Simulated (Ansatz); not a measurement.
# GaAs: the cost of one run

Computed with Ansatz 0.2.0 (DFT PBE, scalar-relativistic, plane waves, PAW, unless a step's input says otherwise).

### 1 The starting structure

The structure is cubic, space group F-43m (No. 216). Conventional cell: a = 5.654 Å, b = 5.654 Å, c = 5.654 Å, α = 90.00°, β = 90.00°, γ = 90.00°. Ga (site symmetry -43m) is surrounded by 4 As at 2.45 Å. As (site symmetry -43m) has 4 Ga at 2.45 Å as nearest neighbours.

Structure file:

```cif
data_structure
_symmetry_space_group_name_H-M 'F-43m'
_symmetry_Int_Tables_number 216
_cell_length_a 5.6537
_cell_length_b 5.6537
_cell_length_c 5.6537
_cell_angle_alpha 90.000
_cell_angle_beta 90.000
_cell_angle_gamma 90.000
_cell_volume 180.72
loop_
_atom_site_label
_atom_site_type_symbol
_atom_site_symmetry_multiplicity
_atom_site_Wyckoff_symbol
_atom_site_fract_x
_atom_site_fract_y
_atom_site_fract_z
_atom_site_occupancy
Ga1 Ga 4 a 0.00000 0.00000 0.00000 1
As1 As 4 c 0.25000 0.75000 0.75000 1
```

The runs take a perfect supercell of 54 atoms; the defect goes to fractional position (0.833, 0.917, 0.833).

### 2 The perfect supercell

Contents of input.yaml:

```yaml
crystal:
  lattice:
    - [0.0, 8.48055, 8.48055]
    - [8.48055, 0.0, 8.48055]
    - [8.48055, 8.48055, 0.0]
  atoms:
    - { symbol: Ga, position: [0.0, 0.0, 0.0] }
    - { symbol: Ga, position: [0.0, 0.0, 0.333333] }
    - { symbol: Ga, position: [0.0, 0.0, 0.666667] }
    - { symbol: Ga, position: [0.0, 0.333333, 0.0] }
    - { symbol: Ga, position: [0.0, 0.333333, 0.333333] }
    - { symbol: Ga, position: [0.0, 0.333333, 0.666667] }
    - { symbol: Ga, position: [0.0, 0.666667, 0.0] }
    - { symbol: Ga, position: [0.0, 0.666667, 0.333333] }
    - { symbol: Ga, position: [0.0, 0.666667, 0.666667] }
    - { symbol: Ga, position: [0.333333, 0.0, 0.0] }
    - { symbol: Ga, position: [0.333333, 0.0, 0.333333] }
    - { symbol: Ga, position: [0.333333, 0.0, 0.666667] }
    - { symbol: Ga, position: [0.333333, 0.333333, 0.0] }
    - { symbol: Ga, position: [0.333333, 0.333333, 0.333333] }
    - { symbol: Ga, position: [0.333333, 0.333333, 0.666667] }
    - { symbol: Ga, position: [0.333333, 0.666667, 0.0] }
    - { symbol: Ga, position: [0.333333, 0.666667, 0.333333] }
    - { symbol: Ga, position: [0.333333, 0.666667, 0.666667] }
    - { symbol: Ga, position: [0.666667, 0.0, 0.0] }
    - { symbol: Ga, position: [0.666667, 0.0, 0.333333] }
    - { symbol: Ga, position: [0.666667, 0.0, 0.666667] }
    - { symbol: Ga, position: [0.666667, 0.333333, 0.0] }
    - { symbol: Ga, position: [0.666667, 0.333333, 0.333333] }
    - { symbol: Ga, position: [0.666667, 0.333333, 0.666667] }
    - { symbol: Ga, position: [0.666667, 0.666667, 0.0] }
    - { symbol: Ga, position: [0.666667, 0.666667, 0.333333] }
    - { symbol: Ga, position: [0.666667, 0.666667, 0.666667] }
    - { symbol: As, position: [0.083333, 0.083333, 0.083333] }
    - { symbol: As, position: [0.083333, 0.083333, 0.416667] }
    - { symbol: As, position: [0.083333, 0.083333, 0.75] }
    - { symbol: As, position: [0.083333, 0.416667, 0.083333] }
    - { symbol: As, position: [0.083333, 0.416667, 0.416667] }
    - { symbol: As, position: [0.083333, 0.416667, 0.75] }
    - { symbol: As, position: [0.083333, 0.75, 0.083333] }
    - { symbol: As, position: [0.083333, 0.75, 0.416667] }
    - { symbol: As, position: [0.083333, 0.75, 0.75] }
    - { symbol: As, position: [0.416667, 0.083333, 0.083333] }
    - { symbol: As, position: [0.416667, 0.083333, 0.416667] }
    - { symbol: As, position: [0.416667, 0.083333, 0.75] }
    - { symbol: As, position: [0.416667, 0.416667, 0.083333] }
    - { symbol: As, position: [0.416667, 0.416667, 0.416667] }
    - { symbol: As, position: [0.416667, 0.416667, 0.75] }
    - { symbol: As, position: [0.416667, 0.75, 0.083333] }
    - { symbol: As, position: [0.416667, 0.75, 0.416667] }
    - { symbol: As, position: [0.416667, 0.75, 0.75] }
    - { symbol: As, position: [0.75, 0.083333, 0.083333] }
    - { symbol: As, position: [0.75, 0.083333, 0.416667] }
    - { symbol: As, position: [0.75, 0.083333, 0.75] }
    - { symbol: As, position: [0.75, 0.416667, 0.083333] }
    - { symbol: As, position: [0.75, 0.416667, 0.416667] }
    - { symbol: As, position: [0.75, 0.416667, 0.75] }
    - { symbol: As, position: [0.75, 0.75, 0.083333] }
    - { symbol: As, position: [0.75, 0.75, 0.416667] }
    - { symbol: As, position: [0.75, 0.75, 0.75] }
basis:
  ecutwfc: 420
  fft_grid_basis: typed
kpoints:
  mp_grid: { grid: [1, 1, 1] }
hamiltonian:
  xc: pbe
scf:
  occupations: { method: gaussian, width: 0.05 }
output:
  forces: true
  stress: false
  eigenvalues: true
  bader: false
  write_density: true
  volumetric_format: npy
```

On the command line:

```
$ ansatz run input.yaml --threads 8 --pin off --max-ram 16384MiB --backend cpu --events-out ev --progress --plain --runs-dir out
```

**Question.** How long does this run take on 8 threads of Intel Xeon 6975P-C (Granite Rapids), shared host, and how much memory does it need?

About 4.2 s, with a peak of 1.9 GiB.
